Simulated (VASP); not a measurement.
AlN: band structure with PBE

The system is AlN.

```xyz
2
Lattice="0.0000 2.2166 2.2166 2.2166 0.0000 2.2166 2.2166 2.2166 0.0000" Properties=species:S:1:pos:R:3 pbc="T T T"
Al    0.0000    0.0000    0.0000
N     3.3250    3.3250    3.3250
```

Measurements of this composition are mostly on another form, of space group No. 186.

* Program: VASP 6.6.1
* Task: band structure
* Functional: PBE
* Potentials or basis: VASP PAW PBE potentials, release 64 (Al, N)
* Cutoff: 520 eV
* k mesh: 2 × 2 × 2
* Occupations: gaussian, width 0.02 eV
* Spin: no spin polarisation
* Further INCAR settings: ALGO = Normal; EDIFF = 1e-07; NBANDS = 11

The pressure is 0.0 GPa. The band gap on the k mesh is 2.86 eV, indirect (least direct gap 3.62 eV). The band gap along the path is 2.86 eV, indirect (least direct gap 3.62 eV).

Levels at the corners of the path, in eV from the valence-band top:
| point | band 2 | band 3 | band 4 | band 5 | band 6 | band 7 |
| --- | --- | --- | --- | --- | --- | --- |
| Γ | 0.00 | 0.00 | 0.00 | 3.62 | 11.65 | 11.65 |
| X | -5.00 | -1.83 | -1.83 | 2.86 | 7.89 | 13.33 |
| X | -5.00 | -1.83 | -1.83 | 2.86 | 7.89 | 13.33 |
| W | -3.94 | -3.47 | -2.80 | 5.69 | 10.95 | 11.13 |
| W | -3.94 | -3.47 | -2.80 | 5.69 | 10.95 | 11.13 |
| K | -4.38 | -3.71 | -1.42 | 4.70 | 9.49 | 12.42 |
| K | -4.38 | -3.71 | -1.42 | 4.70 | 9.49 | 12.42 |
| Γ | 0.00 | 0.00 | 0.00 | 3.62 | 11.65 | 11.65 |
| Γ | 0.00 | 0.00 | 0.00 | 3.62 | 11.65 | 11.65 |
| L | -5.95 | -0.50 | -0.50 | 6.64 | 9.44 | 10.39 |
| L | -5.95 | -0.50 | -0.50 | 6.64 | 9.44 | 10.39 |
| U | -4.38 | -3.71 | -1.42 | 4.70 | 9.49 | 12.42 |
| U | -4.38 | -3.71 | -1.42 | 4.70 | 9.49 | 12.42 |
| W | -3.94 | -3.47 | -2.80 | 5.69 | 10.95 | 11.13 |
| W | -3.94 | -3.47 | -2.80 | 5.69 | 10.95 | 11.13 |
| L | -5.95 | -0.50 | -0.50 | 6.64 | 9.44 | 10.39 |
| L | -5.95 | -0.50 | -0.50 | 6.64 | 9.44 | 10.39 |
| K | -4.38 | -3.71 | -1.42 | 4.70 | 9.49 | 12.42 |
| U | -4.38 | -3.71 | -1.42 | 4.70 | 9.49 | 12.42 |
| X | -5.00 | -1.83 | -1.83 | 2.86 | 7.89 | 13.33 |

Run time: 9.9 s on 1 thread of Intel(R) Xeon(R) Platinum 8175M CPU @ 2.50GHz (Skylake/Cascade Lake), with other jobs on the host, peak memory 0.13 GiB.

Caveat: the k mesh is coarse (spacing up to 1.23 Å⁻¹), so the values aren't converged.
